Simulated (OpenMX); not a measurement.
This OpenMX 3.8.5 run on Na needs a look.

Contents of Na.dat:

```
System.CurrrentDirectory             ./
System.Name                          Na
DATA.PATH                            ./DFT_DATA13
level.of.stdout                      1
level.of.fileout                     0
Species.Number                       1
<Definition.of.Atomic.Species
  Na  Na9.0-s3p2d1           Na_PBE13
Definition.of.Atomic.Species>

Atoms.Number                         1
Atoms.SpeciesAndCoordinates.Unit     FRAC
<Atoms.SpeciesAndCoordinates
    1  Na   -0.0317240000   -0.0249630000   -0.0089670000   4.750  4.250    67.92  140.78   67.92  140.78  1  off
Atoms.SpeciesAndCoordinates>

Atoms.UnitVectors.Unit               Ang
<Atoms.UnitVectors
    -2.1977170000    2.1234280000    2.2246790000
     2.1573990000   -2.0218390000    2.0827730000
     2.2196170000    2.0437390000   -2.1230900000
Atoms.UnitVectors>

scf.XcType                           GGA-PBE
scf.SpinPolarization                 nc
scf.SpinOrbit.Coupling               on
scf.Constraint.NC.Spin               on
scf.Constraint.NC.Spin.v             0.5
scf.ElectronicTemperature            580.226
scf.energycutoff                     500.0
scf.maxIter                          100
scf.EigenvalueSolver                 band
scf.Kgrid                            7 7 7
scf.Mixing.Type                      rmm-diisk
scf.Init.Mixing.Weight               0.05
scf.Min.Mixing.Weight                0.001
scf.Max.Mixing.Weight                0.3
scf.Mixing.History                   25
scf.Mixing.StartPulay                8
scf.criterion                        1.0e-7
scf.dftD                             on
version.dftD                         2
DFTD.IntDirection                    1 1 1
MD.Type                              nomd
scf.system.charge                    3.0
```

Potentials or basis: OpenMX 2013 PBE set, Na9.0-s3p2d1, grid cutoff 500 Ry.

Run with:

```console
$ openmx Na.dat -nt 1 > Na.std
```

Na.out:

```text
Required cutoff energy (Ryd) for 3D-grids = 500.0000
      Used cutoff energy (Ryd) for 3D-grids = 518.3757, 478.6071, 480.6972
  Num. of grids of a-, b-, and c-axes = 42, 40, 40

  Num.Grid1.    42
  Num.Grid2.    40
  Num.Grid3.    40

  Cell_Volume =    264.914872795624 (Bohr^3)
  GridVol     =      0.003942185607 (Bohr^3)
  Cell vectors (bohr) of the grid cell (gtv)
    gtv_a = -0.098882926915,  0.095540406583,  0.100096041013
    gtv_b =  0.101922323951, -0.095518042576,  0.098396756660
    gtv_c =  0.104861698240,  0.096552667554, -0.100301458727
    |gtv_a| =  0.170073572173
    |gtv_b| =  0.170861869059
    |gtv_c| =  0.174295083099

[... 551 lines left out ...]
          1 s            -0.00000  -0.00000   0.00000   0.00000   0.00000  -0.00000  -0.00000  -0.00000
          2 s             0.00000  -0.00000  -0.00000  -0.00000  -0.00001   0.00000   0.00000   0.00000
          0 px            0.65408   0.14052  -0.28065  -0.35786   0.29331   0.03179  -0.13704  -0.13064
          0 py            0.07548  -0.04821  -0.06882   0.00461  -0.53571   0.00216   0.27282   0.22351
          0 pz           -0.33504  -0.12652   0.11267   0.20525   0.45108   0.01851  -0.23358  -0.21037
          1 px            0.27418   0.05889  -0.11783  -0.15028   0.12900   0.01403  -0.06032  -0.05740
          1 py            0.03198  -0.02001  -0.02916   0.00233  -0.23697   0.00099   0.12072   0.09902
          1 pz           -0.14104  -0.05335   0.04727   0.08593   0.19886   0.00815  -0.10291  -0.09269
          0 d3z^2-r^2     0.00000   0.00000  -0.00000  -0.00000   0.00000   0.00000  -0.00000  -0.00000
          0 dx^2-y^2     -0.00000  -0.00000   0.00000   0.00000  -0.00000  -0.00000   0.00000   0.00000
          0 dxy           0.00000   0.00000  -0.00000  -0.00000   0.00000   0.00000  -0.00000  -0.00000
          0 dxz           0.00000   0.00000  -0.00000  -0.00000   0.00000   0.00000  -0.00000  -0.00000
          0 dyz          -0.00000  -0.00000  -0.00000   0.00000  -0.00000   0.00000   0.00000   0.00000

***********************************************************
       xyz-coordinates (Ang) and forces (Hartree/Bohr)
***********************************************************

<coordinates.forces
  1
    1    Na     2.17526   2.11011   2.08083   0.000797055036 -0.004222683692 -0.001568681374
coordinates.forces>

***********************************************************
       Fractional coordinates of the final structure
***********************************************************

     1     Na     0.96827600000000   0.97503700000000   0.99103300000000
```

Problem. What happened, and what is wrong with the input?

Solution. The calculation finished and met its thresholds. The input holds a flaw that was put in on purpose: cell charge far too large (scf.system.charge = 3). The program doesn't stop on it, so the numbers can't be trusted though the run ends normally.
